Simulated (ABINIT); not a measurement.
# InP (F-43m): G0W0 with ABINIT, start to end, part 2 of 3

Wanted: ground state, empty states, screening and self-energy for InP (F-43m).

ABINIT 10.8.3; LDA and many-body steps on it, plane waves. Known limits of the many-body steps: not at the basis limit; screening runs away on this mesh; no spin-orbit coupling; coarse k mesh.

So far. Step 2 (Ground state): The gap is direct, at Γ.

## (3) Bands along the symmetry lines

Level of this step: DFT, LDA, plane waves, norm-conserving pseudopotentials (ABINIT).

Levels along a band path, at the cheap level, show where the edges lie and whether the meshes to come will hold them.

Input file run.abi:

```
acell 3*1.0 Angstrom
rprim 
  -0.000000000000 2.934350000000 2.934350000000
  2.934350000000 -0.000000000000 2.934350000000
  2.934350000000 2.934350000000 -0.000000000000
ntypat 2
znucl 49 15
natom 2
typat 1 2
xred 
  0.000000000000 0.000000000000 0.000000000000
  0.250000000000 0.250000000000 0.250000000000
pp_dirpath "pseudos"
pseudos "In.upf, P.upf"
ecut 33
iscf -2
irdden 1
kptopt 0
nkpt 50
kpt 
  0.00000000 0.00000000 0.00000000
  -0.06250000 -0.06250000 0.00000000
  -0.12500000 -0.12500000 0.00000000
  -0.18750000 -0.18750000 0.00000000
  -0.25000000 -0.25000000 0.00000000
  -0.31250000 -0.31250000 0.00000000
  -0.37500000 -0.37500000 0.00000000
  -0.43750000 -0.43750000 0.00000000
  -0.50000000 -0.50000000 0.00000000
  -0.48437500 -0.48437500 0.03125000
  -0.46875000 -0.46875000 0.06250000
  -0.45312500 -0.45312500 0.09375000
  -0.43750000 -0.43750000 0.12500000
  -0.42187500 -0.42187500 0.15625000
  -0.40625000 -0.40625000 0.18750000
  -0.39062500 -0.39062500 0.21875000
  -0.37500000 -0.37500000 0.25000000
  -0.37500000 0.00000000 0.37500000
  -0.32812500 0.00000000 0.32812500
  -0.28125000 0.00000000 0.28125000
  -0.23437500 0.00000000 0.23437500
  -0.18750000 0.00000000 0.18750000
  -0.14062500 0.00000000 0.14062500
  -0.09375000 0.00000000 0.09375000
  -0.04687500 0.00000000 0.04687500
  0.00000000 0.00000000 0.00000000
  0.00000000 0.00000000 0.06250000
  0.00000000 0.00000000 0.12500000
  0.00000000 0.00000000 0.18750000
  0.00000000 0.00000000 0.25000000
  0.00000000 0.00000000 0.31250000
  0.00000000 0.00000000 0.37500000
  0.00000000 0.00000000 0.43750000
  -0.00000000 -0.00000000 0.50000000
  -0.06250000 -0.03125000 0.46875000
  -0.12500000 -0.06250000 0.43750000
  -0.18750000 -0.09375000 0.40625000
  -0.25000000 -0.12500000 0.37500000
  -0.31250000 -0.15625000 0.34375000
  -0.37500000 -0.18750000 0.31250000
  -0.43750000 -0.21875000 0.28125000
  -0.50000000 -0.25000000 0.25000000
  -0.50000000 -0.28125000 0.21875000
  -0.50000000 -0.31250000 0.18750000
  -0.50000000 -0.34375000 0.15625000
  -0.50000000 -0.37500000 0.12500000
  -0.50000000 -0.40625000 0.09375000
  -0.50000000 -0.43750000 0.06250000
  -0.50000000 -0.46875000 0.03125000
  -0.50000000 -0.50000000 0.00000000
istwfk *1
nband 23
nbdbuf 5
tolwfr 1e-07
nstep 50
prtwf 0
prtvol 0
indata_prefix "in"
outdata_prefix "out"
tmpdata_prefix "tmp"
```

Launch:

```
$ OMP_NUM_THREADS=1 mpirun -n 4 abinit run.abi > log
```

Numbers of over 12 decimals in the logs are rounded to 6 here.

The log of the run:

```text
.Version 10.8.3 of ABINIT. v10.8.2 released Aug 2026.

 Symmetries : space group F-4 3 m (#216); Bravais cF (face-center cubic)
[... echo of the input left out ...]
== DATASET  1 ==================================================================
-   mpi_nproc: 4, omp_nthreads: 1 (-1 if OMP is not activated)

--- !DatasetInfo
iteration_state: {dtset: 1, }
dimensions: {natom: 2, nkpt: 50, mband: 23, nsppol: 1, nspinor: 1, nspden: 1, mpw: 3119, }
cutoff_energies: {ecut:  33.0, pawecutdg:  -1.0, }
electrons: {nelect:   2.60000000E+01, charge:   0.00000000E+00, occopt:   1.00000000E+00, tsmear:   1.00000000E-02, }

 Real(R)+Recip(G) space primitive vectors, cartesian coordinates (Bohr,Bohr^-1):
 R(1)=  0.0000000  5.5451179  5.5451179  G(1)= -0.0901694  0.0901694  0.0901694
 R(2)=  5.5451179  0.0000000  5.5451179  G(2)=  0.0901694 -0.0901694  0.0901694
 R(3)=  5.5451179  5.5451179  0.0000000  G(3)=  0.0901694  0.0901694 -0.0901694
 Unit cell volume ucvol=  3.4100625E+02 bohr^3
 Angles (23,13,12)=  6.00000000E+01  6.00000000E+01  6.00000000E+01 degrees

 getcut: wavevector=  0.0000  0.0000  0.0000  ngfft=  45  45  45
         ecut(hartree)=     33.000   => boxcut(ratio)=   2.16973

--- Pseudopotential description ------------------------------------------------
- In Generated using ONCVPSP code by D. R. Hamann
- 49.00000  21.00000  180309                  znucl, zion, pspdat
12 -1012 2 -1 1894                            pspcod,pspxc,lmax,lloc,mmax
     nproj     2     2     2
  pspatm : epsatm=   33.93291270
         --- l  ekb(1:nproj) -->
             0    8.377455   -0.565121
             1    2.447487   -1.211193
             2   -3.400789   -0.970230
 pspatm: atomic psp has been read  and splines computed

- P Generated using ONCVPSP code by D. R. Hamann
- 15.00000   5.00000  180309                  znucl, zion, pspdat
12 -1012 2 -1 1298                            pspcod,pspxc,lmax,lloc,mmax
     nproj     2     2     2
  pspatm : epsatm=    7.03163270
         --- l  ekb(1:nproj) -->
[...]
pspatm: atomic psp has been read  and splines computed

--------------------------------------------------------------------------------

================================================================================
 prteigrs : about to open file out_EIG
 Non-SCF case, kpt    1 (  0.00000  0.00000  0.00000), residuals and eigenvalues=
  2.35E-08  1.18E-08  1.79E-08  3.75E-08  8.67E-09  2.06E-08  2.33E-08  1.24E-08
  3.36E-08  7.38E-08  2.26E-08  7.18E-08  3.84E-08  7.54E-08  2.91E-08  5.06E-08
  9.49E-08  6.78E-08  5.74E-08  7.36E-08  2.28E-08  3.93E-08  7.71E-08
 -4.0422E+00 -2.5203E+00 -2.5203E+00 -2.5203E+00 -3.4687E-01 -3.4687E-01
 -3.4687E-01 -3.4129E-01 -3.4129E-01 -2.4972E-01  1.7407E-01  1.7407E-01
  1.7407E-01  1.9088E-01  3.1951E-01  3.1951E-01  3.1951E-01  4.7741E-01
  5.1983E-01  5.1983E-01  5.7964E-01  5.7964E-01  5.7964E-01
[...]
5.2223E-01  5.2520E-01  5.9899E-01  5.9899E-01  6.1171E-01
[...]
Non-SCF case, kpt   49 ( -0.50000 -0.46875  0.03125), residuals and eigenvalues=
[...]
5.7266E-01  6.0409E-01  6.0499E-01  6.6642E-01  7.5527E-01
 Non-SCF case, kpt   50 ( -0.50000 -0.50000  0.00000), residuals and eigenvalues=
[...]
-3.4299E-01 -3.4299E-01 -3.3992E-01 -1.6131E-01 -4.1291E-02  8.7883E-02
  8.7883E-02  2.3298E-01  2.5184E-01  5.0388E-01  5.1904E-01  5.1904E-01
  5.7053E-01  6.0432E-01  6.0432E-01  6.6074E-01  7.5975E-01

--- !ResultsGS
iteration_state: {dtset: 1, }
comment   : Summary of ground state results
lattice_vectors:
- [ -0.0000000,   5.5451179,   5.5451179, ]
- [  5.5451179,  -0.0000000,   5.5451179, ]
- [  5.5451179,   5.5451179,  -0.0000000, ]
lattice_lengths: [   7.84198,    7.84198,    7.84198, ]
lattice_angles: [ 60.000,  60.000,  60.000, ] # degrees, (23, 13, 12)
lattice_volume:   3.4100625E+02
convergence: {deltae:  0.000E+00, res2:  0.000E+00, residm:  9.962E-08, diffor:  0.000E+00, }
etotal    :  -2.06318175E+02
entropy   :   0.00000000E+00
fermie    :   1.74074826E-01
cartesian_stress_tensor: null
pressure_GPa: null
xred      :
- [  0.0000E+00,   0.0000E+00,   0.0000E+00, In]
- [  2.5000E-01,   2.5000E-01,   2.5000E-01,  P]
cartesian_forces: null
force_length_stats: {min: null, max: null, mean: null, }

 Integrated electronic density in atomic spheres:
 ------------------------------------------------
 Atom  Sphere_radius  Integrated_density
[...]
================================================================================

 ----iterations are completed or convergence reached----

 Mean square residual over all n,k,spin=   42.499E-09; max=  99.620E-09
 reduced coordinates (array xred) for    2 atoms
       0.000000000000      0.000000000000      0.000000000000
       0.250000000000      0.250000000000      0.250000000000

 cartesian coordinates (angstrom) at end:
    1      0.000000     0.000000     0.000000
    2      1.467175     1.467175     1.467175
 length scales=  1.889726125908  1.889726125908  1.889726125908 bohr
              =  1.000000000000  1.000000000000  1.000000000000 angstroms
 prteigrs : about to open file out_EIG
 Eigenvalues (hartree) for nkpt=  50  k points:
 kpt#   1, nband= 23, wtk=  1.00000, kpt=  0.0000  0.0000  0.0000 (reduced coord)
[...]
kpt#   2, nband= 23, wtk=  1.00000, kpt= -0.0625 -0.0625  0.0000 (reduced coord)
[...]
kpt#   3, nband= 23, wtk=  1.00000, kpt= -0.1250 -0.1250  0.0000 (reduced coord)
[...]
kpt#  49, nband= 23, wtk=  1.00000, kpt= -0.5000 -0.4687  0.0313 (reduced coord)
[...]
0.51205    0.52243    0.57266    0.60409    0.60499    0.66642    0.75527
 kpt#  50, nband= 23, wtk=  1.00000, kpt= -0.5000 -0.5000  0.0000 (reduced coord)
  -4.04214   -2.52030   -2.52030   -2.52030   -0.35350   -0.34310   -0.34299   -0.34299
  -0.33992   -0.16131   -0.04129    0.08788    0.08788    0.23298    0.25184    0.50388
   0.51904    0.51904    0.57053    0.60432    0.60432    0.66074    0.75975

== END DATASET(S) ==============================================================
================================================================================

 -outvars: echo values of variables after computation  --------
            nband          23
             nkpt          50
          spgroup         216
 [... the other variables as echoed above ...]

 Calculation completed.
```

It took 18 s on 4 MPI ranks of Arm Neoverse V1, shared host; peak memory 0.31 GiB; 72 s of CPU time.

This step gave:

* gap: 0.4574 eV
* k of the valence top: 0, 0, 0
* k of the conduction bottom: 0, 0, 0
* least direct gap: 0.4574 eV

The gap is 0.457 eV, as in the run before at this level.

Electronic bands along the path, in eV, zero at the top of the highest filled band:

| point | band 10 | band 11 | band 12 | band 13 | band 14 | band 15 | band 16 | band 17 |
| --- | --- | --- | --- | --- | --- | --- | --- | --- |
| Γ | -11.53 | 0.00 | 0.00 | 0.00 | 0.46 | 3.96 | 3.96 | 3.96 |
| halfway | -10.63 | -3.43 | -1.43 | -1.43 | 2.32 | 2.97 | 6.25 | 6.25 |
| X | -9.13 | -5.86 | -2.35 | -2.35 | 1.60 | 2.12 | 8.97 | 9.39 |
| halfway | -9.11 | -5.82 | -2.78 | -2.25 | 1.88 | 2.73 | 8.20 | 8.57 |
| U | -9.14 | -5.72 | -3.35 | -1.96 | 2.20 | 4.26 | 7.37 | 7.40 |
| jump to K | -9.14 | -5.72 | -3.35 | -1.96 | 2.20 | 4.26 | 7.37 | 7.40 |
| halfway | -10.54 | -3.88 | -2.05 | -0.58 | 2.66 | 4.53 | 4.87 | 5.08 |
| Γ | -11.53 | 0.00 | 0.00 | 0.00 | 0.46 | 3.96 | 3.96 | 3.96 |
| halfway | -10.85 | -3.52 | -0.57 | -0.57 | 1.60 | 4.67 | 4.67 | 5.16 |
| L | -9.79 | -5.82 | -0.98 | -0.98 | 1.30 | 4.70 | 4.70 | 6.90 |
| halfway | -9.47 | -5.64 | -2.74 | -1.66 | 3.02 | 4.05 | 5.76 | 7.07 |
| W | -9.05 | -5.71 | -2.99 | -2.96 | 4.18 | 4.25 | 5.39 | 6.05 |
| halfway | -9.09 | -5.79 | -2.69 | -2.68 | 2.54 | 2.96 | 7.51 | 7.57 |
| X | -9.13 | -5.86 | -2.35 | -2.35 | 1.60 | 2.12 | 8.97 | 9.39 |

The electronic bands as a text plot (rows in eV, shown from -8.0 to 6.5 only):

```
    6.2 |     ++            ++               ++          ++++
    5.6 |    +                ++                     +++++++
    5.0 |  ++              ++++++++++       +++++++++
    4.3 | +               +     ++++++   +++      ++++++++++
    3.7 |++              +         ++++++               ++ ++
    3.1 |  ++ ++        +     ++                      ++     +
    2.5 |    ++++++   ++   +++  +++                  +       +++
    1.9 |  ++   +++++++++++        ++               +         +++
    1.3 | +        +++               +   +++++++++++
    0.7 |+                            +++
    0.1 |**                        ******
   -0.5 | ***                   ******  *******
   -1.1 |    *              **** **  *         *******
   -1.7 |  ** ****        **       **    **         * *
   -2.3 |    *    ********      *                    * **     ***
   -2.9 |              **   **** **        *          ** *****
   -3.5 |     **         ***                *           *
   -4.1 |       **              *            **
   -4.7 |                     **
   -5.3 |         *        ***                 *
   -5.9 |          ********                     *****************
   -6.5 |
   -7.1 |
   -7.7 |
         Γ           X  U|K            Γ         L        W     X
```

## (4) Empty states on the mesh, 4×4×4 mesh, 1303 bands

The sums over transitions need many empty states on a uniform mesh; this step solves for them.

Input file run.abi:

```
acell 3*1.0 Angstrom
rprim 
  -0.000000000000 2.934350000000 2.934350000000
  2.934350000000 -0.000000000000 2.934350000000
  2.934350000000 2.934350000000 -0.000000000000
ntypat 2
znucl 49 15
natom 2
typat 1 2
xred 
  0.000000000000 0.000000000000 0.000000000000
  0.250000000000 0.250000000000 0.250000000000
pp_dirpath "pseudos"
pseudos "In.upf, P.upf"
ecut 33
ngkpt 4 4 4
nshiftk 1
shiftk 0 0 0
kptopt 1
chksymbreak 0
irdden 1
istwfk *1
nband 1303
prtvol 0
optdriver 6
gwr_task "HDIAGO"
paral_kgb 0
occopt 1
indata_prefix "in"
outdata_prefix "out"
tmpdata_prefix "tmp"
```

The log of the run:

```text
[banner, memory and clock lines left out]
.Version 10.8.3 of ABINIT. v10.8.2 released Aug 2026.

 Symmetries : space group F-4 3 m (#216); Bravais cF (face-center cubic)
[... echo of the input left out ...]
== DATASET  1 ==================================================================
-   mpi_nproc: 4, omp_nthreads: 1 (-1 if OMP is not activated)

--- !DatasetInfo
iteration_state: {dtset: 1, }
dimensions: {natom: 2, nkpt: 8, mband: 1303, nsppol: 1, nspinor: 1, nspden: 1, mpw: 3119, }
cutoff_energies: {ecut:  33.0, pawecutdg:  -1.0, }
electrons: {nelect:   2.60000000E+01, charge:   0.00000000E+00, occopt:   1.00000000E+00, tsmear:   1.00000000E-02, }

.Using double precision arithmetic; gwpc =  8

- Reading GS density from: in_DEN

--- Pseudopotential description ------------------------------------------------
- In Generated using ONCVPSP code by D. R. Hamann
- 49.00000  21.00000  180309                  znucl, zion, pspdat
12 -1012 2 -1 1894                            pspcod,pspxc,lmax,lloc,mmax
     nproj     2     2     2
  pspatm : epsatm=   33.93291270
         --- l  ekb(1:nproj) -->
             0    8.377455   -0.565121
             1    2.447487   -1.211193
             2   -3.400789   -0.970230
 pspatm: atomic psp has been read  and splines computed

- P Generated using ONCVPSP code by D. R. Hamann
- 15.00000   5.00000  180309                  znucl, zion, pspdat
12 -1012 2 -1 1298                            pspcod,pspxc,lmax,lloc,mmax
     nproj     2     2     2
  pspatm : epsatm=    7.03163270
         --- l  ekb(1:nproj) -->
             0    6.795192    1.078292
             1    3.452929    0.907117
             2   -3.024864   -0.802189
 pspatm: atomic psp has been read  and splines computed

   1.06507818E+03                                ecore*ucvol(ha*bohr**3)

 Total charge density [el/Bohr^3]
)     Maximum=    2.8149E+00  at reduced coord.    0.0222    0.0667    0.9111
)     Minimum=    2.1013E-03  at reduced coord.    0.5111    0.4889    0.4889
   Integrated=    2.6000E+01

 === KS gaps after direct diagonalization ===
 Direct band gap semiconductor
 Fundamental gap:     0.457 (eV)
   VBM:     4.737 (eV) at k: [ 0.0000E+00,  0.0000E+00,  0.0000E+00]
   CBM:     5.194 (eV) at k: [ 0.0000E+00,  0.0000E+00,  0.0000E+00]
 Direct gap:         0.457 (eV) at k: [ 0.0000E+00,  0.0000E+00,  0.0000E+00]

== END DATASET(S) ==============================================================

 -outvars: echo values of variables after computation  --------
           etotal      0.0000000000E+00
            nband        1303
             nkpt           8
          spgroup         216
 [... the other variables as echoed above ...]

 Calculation completed.
```

The job ended after 76 s (4 MPI ranks; peak memory 2.5 GiB; 5.1 min of CPU time).

This step gave:

* gap: 0.4573 eV
* k of the valence top: 0, 0, 0
* k of the conduction bottom: 0, 0, 0
* least direct gap: 0.4573 eV
* k points computed: 8
* lowest point of the top converged band, above the valence top: 485.0951 eV

On this mesh the gap is 0.457 eV.

## (5) Screening, 4×4×4 mesh, 609 bands, screening to 359.2 eV

The RPA dielectric matrix is built and inverted for each q.

This step: RPA screening on LDA, plane waves, norm-conserving pseudopotentials.

Edit run.abi of step 4 so:

```diff
@@ -20,10 +20,11 @@
 chksymbreak 0
-irdden 1
 istwfk *1
-nband 1303
-prtvol 0
-optdriver 6
-gwr_task "HDIAGO"
-paral_kgb 0
 occopt 1
+irdwfk 1
+optdriver 3
+nband 609
+ecuteps 13.2
+inclvkb 2
+awtr 1
+symchi 1
 indata_prefix "in"
```

The log of the run:

```text
.Version 10.8.3 of ABINIT. v10.8.2 released Aug 2026.

 Symmetries : space group F-4 3 m (#216); Bravais cF (face-center cubic)
[... echo of the input left out ...]
== DATASET  1 ==================================================================
-   mpi_nproc: 4, omp_nthreads: 1 (-1 if OMP is not activated)

--- !DatasetInfo
iteration_state: {dtset: 1, }
dimensions: {natom: 2, nkpt: 8, mband: 609, nsppol: 1, nspinor: 1, nspden: 1, mpw: 3119, }
cutoff_energies: {ecut:  33.0, pawecutdg:  -1.0, }
electrons: {nelect:   2.60000000E+01, charge:   0.00000000E+00, occopt:   1.00000000E+00, tsmear:   1.00000000E-02, }

 SCREENING: Calculation of the susceptibility and dielectric matrices

 Based on a program developped by R.W. Godby, V. Olevano, G. Onida, and L. Reining.
 Incorporated in ABINIT by V. Olevano, G.-M. Rignanese, and M. Torrent.
.Using double precision arithmetic ; gwpc =  8

[... cell and pseudopotentials left out ...]
--------------------------------------------------------------------------------

 ==== K-mesh for the wavefunctions ====
 Number of points in the irreducible wedge :     8
[... list of points left out ...]
 Together with 24 symmetry operations and time-reversal symmetry
 yields    64 points in the full Brillouin Zone.

 ==== Q-mesh for the screening function ====
 Number of points in the irreducible wedge :     8
[... list of points left out ...]
 Together with 24 symmetry operations and time-reversal symmetry
 yields    64 points in the full Brillouin Zone.

 setmesh: FFT mesh size selected  =    36x   36x   36
          total number of points  =        46656

 vcoul_init : cutoff-mode = AUXILIARY_FUNCTION
 q-points for optical limit:   1
     1)      0.000010    0.000020    0.000030

- screening: taking advantage of time-reversal symmetry
- Maximum band index for partially occupied states nbvw = 13
- Remaining bands to be divided among processors   nbcw = 596
- Number of bands treated by each node ~149

 Number of electrons calculated from density =   26.0000; Expected =   26.0000
 average of density, n =  0.076245
 r_s =    1.4630
 omega_plasma =   26.6355 [eV]

 calculating chi0 at frequencies [eV] :
  1    0.000000E+00    0.000000E+00
  2    0.000000E+00    2.663552E+01

--------------------------------------------------------------------------------
  q-point number  1        q = ( 0.000000, 0.000000, 0.000000) [r.l.u.]
--------------------------------------------------------------------------------
[... chi0 elements left out ...]
 For q-point:  0.000010 0.000020 0.000030
  dielectric constant = 125.2787
  dielectric constant without local fields = 133.1466

  Average fulfillment of the sum rule on Im[epsilon] for q-point    1 :     99.76  [%]
[... wings left out ...]
  q-point number  2        q = ( 0.250000, 0.000000, 0.000000) [r.l.u.]
--------------------------------------------------------------------------------
[... chi0 elements left out ...]
  Average fulfillment of the sum rule on Im[epsilon] for q-point    2 :    103.26  [%]

 [... 6 further q-points ...]
```

Elapsed: 17 min, on 4 MPI ranks; peak memory 4.5 GiB; 67 min of CPU time.

This step gave:

```
ε∞ with local fields, on this mesh, along the program's q direction : 125.3
the same without local fields                                       : 133.1
plasma frequency                                                    : 26.64 eV
plane waves in the screening matrix                                 : 749
```

Local fields lower ε∞ by 6 %. The value itself is an artefact of the mesh, where one narrow direct gap carries too much weight.

(Part 2 of 3 ends here.)

[Paths, hosts, dates, memory and timing lines, banners, echoed tables and standing remarks are left out of the program output.]

[Logs are printed without paths, hosts, clocks, repeated set-up lines and the standing remarks that a program may print on its own settings, such as how far it seeks lower states.]

[Runs of the session that timed out or met a known fault of the program may be left out.]

[Hosts, paths, dates, database ids (printed as entryN), source tags and the programs' standing remarks are cut or masked in the printed files.]

[G0W0 gaps are taken among the corrected bands and points alone; a level outside them can change the order at an edge.]

[Where Ansatz stands beside ABINIT at settings called matched, ABINIT's density can come from a denser mesh and the files from another edition; pairs whose starting gaps differed by over 0.03 eV were left out, so agreement reads better than it is.]
